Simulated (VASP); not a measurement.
Input of a VASP 6.6.1 run:

The input INCAR:

```
SYSTEM = InPd
ALGO = Normal ; EDIFF = 1E-7
ENCUT = 520 ; GGA = PS
GGA_COMPAT = .FALSE. ; ISIF = 2
ISMEAR = -1 ; LASPH = .TRUE.
LCHARG = .FALSE. ; LMAXMIX = 4
LORBIT = 11 ; LREAL = .FALSE.
LSORBIT = .TRUE. ; LWAVE = .FALSE.
MAGMOM = 0 0 0 0 0 0 ; NBANDS = 35
NELM = 60 ; PREC = Accurate
SIGMA = 0.05
```

KPOINTS

```
k-points
0
G
  6 6 6
  0 0 0
```

POSCAR

```
InPd
1.0
    3.2718847800      0.0000000000      0.0000000000
    0.0000000000      3.2718847800      0.0000000000
    0.0000000000      0.0000000000      3.2718847800
In Pd
1 1
Direct
    0.0000000000      0.0000000000      0.0000000000
    0.5000000000      0.5000000000      0.5000000000
```

Contents of KPOINTS_OPT:

```
path GXMGRX,MR
10
line-mode
reciprocal
 0.0000000000  0.0000000000  0.0000000000  G
 0.0000000000  0.5000000000  0.0000000000  X

 0.0000000000  0.5000000000  0.0000000000  X
 0.5000000000  0.5000000000  0.0000000000  M

 0.5000000000  0.5000000000  0.0000000000  M
 0.0000000000  0.0000000000  0.0000000000  G

 0.0000000000  0.0000000000  0.0000000000  G
 0.5000000000  0.5000000000  0.5000000000  R

 0.5000000000  0.5000000000  0.5000000000  R
 0.0000000000  0.5000000000  0.0000000000  X

 0.5000000000  0.5000000000  0.0000000000  M
 0.5000000000  0.5000000000  0.5000000000  R
```

Potentials or basis: VASP PAW PBE potentials, release 64 (In_d, Pd).

Command:

```console
$ cat potpaw_PBE.64/In_d/POTCAR potpaw_PBE.64/Pd/POTCAR > POTCAR
$ mpirun -np 1 vasp_ncl > vasp.out
```

(1) Estimate the pressure.

Answers

(1) -2.7 GPa.

Caveat: the PAW data sets were made with another functional, which shifts forces and pressure a little.
